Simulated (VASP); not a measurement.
Here is a VASP 6.6.1 calculation.

The input POSCAR:

```
BaS
1.0
    0.0000000000      3.2551220000      3.2551220000
    3.2551220000      0.0000000000      3.2551220000
    3.2551220000      3.2551220000      0.0000000000
Ba S
1 1
Direct
    0.0000000000      0.0000000000      0.0000000000
    0.5000000000      0.5000000000      0.5000000000
```

The input INCAR.step1:

```
SYSTEM = BaS
PREC = Accurate ; ENCUT = 520
ISMEAR = -1 ; SIGMA = 0.02
LREAL = .FALSE. ; LASPH = .TRUE.
NELM = 100 ; NBANDS = 15
GGA = PE ; ALGO = Normal
EDIFF = 1E-4 ; LWAVE = .TRUE.
LCHARG = .FALSE.
```

The input INCAR.step2:

```
SYSTEM = BaS
PREC = Accurate ; ENCUT = 520
EDIFF = 1E-6 ; ISMEAR = -1
SIGMA = 0.02 ; LREAL = .FALSE.
LASPH = .TRUE. ; NELM = 100
ALGO = Normal ; ISIF = 2
LWAVE = .FALSE. ; LCHARG = .FALSE.
METAGGA = R2SCAN ; LMIXTAU = .TRUE.
NBANDS = 15 ; ISTART = 1
```

KPOINTS

```
Automatic mesh
0
G
  8 8 8
  0 0 0
```

Potentials or basis: VASP PAW PBE potentials, release 64 (Ba_sv, S).

Command:

```sh
$ cat potpaw_PBE.64/Ba_sv/POTCAR potpaw_PBE.64/S/POTCAR > POTCAR
$ cp INCAR.step1 INCAR
$ mpirun -np 1 vasp_std > vasp.out
$ cp INCAR.step2 INCAR
$ mpirun -np 1 vasp_std > vasp.out
```

Q: Estimate the band gap on the k mesh.

A: 2.55 eV, indirect (least direct gap 2.71 eV).

Q: Predict the pressure.

A: -1.1 GPa.

Caveat: the PAW data sets were made with another functional, which shifts forces and pressure a little; spin-orbit coupling is left out, which moves the levels of the heavy elements.

**Experimental background.**

From a printed reference work, monograph, original work of 1988, for a bulk crystal of BaS at 2 K: band gap 3.806 eV (indirect).

A measured gap of BaS is 3.806 eV (indirect; 2 K; a printed reference work, monograph, original work of 1988); the calculated 2.55 eV misses it by -1.26 eV. Spin-orbit coupling on Ba is left out. The value is that of r2SCAN on a finite k mesh, which can miss the band edges, without temperature or zero-point motion.
